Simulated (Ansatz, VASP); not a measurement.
Two plane-wave programs on ZrB2

```
Zr B
1.0
     3.17000    0.00000    0.00000
    -1.58500    2.74530    0.00000
     0.00000    0.00000    3.53300
Zr B
1 2
Direct
  0.00000 0.00000 0.00000
  0.66667 0.33333 0.50000
  0.33333 0.66667 0.50000
```

Alike in both runs: task single point; functional LDA; k mesh 10 × 10 × 8; occupations gaussian, width 0.1 eV; no spin polarisation.

|  | VASP | Ansatz |
| --- | --- | --- |
| version | VASP 6.6.1 | Ansatz 0.2.0 |
| potentials or method | VASP PAW LDA potentials, release 64 (Zr_sv, B) | Ansatz PAW |
| plane-wave cutoff (eV) | 520 | 420 |
| valence electrons in the cell | 18 | 18 |

Ansatz gave:

| Quantity | Value |
| --- | --- |
| gap on the k mesh at the Fermi level (eV) | none |
| pressure (GPa) | -8.8 |
| largest component of the traceless stress (GPa) | 0.61 |

Problem. Which values does VASP return?

Solution. gap on the k mesh at the Fermi level (eV): none; pressure (GPa): -8.3; largest component of the traceless stress (GPa): 0.65.

A gap of «none» marks a metal or a gap that the smearing closes.

Caveats: the PAW data sets come from PBE, with cores solved anew for the run's functional, which leaves a small shift of forces and pressure (Ansatz).
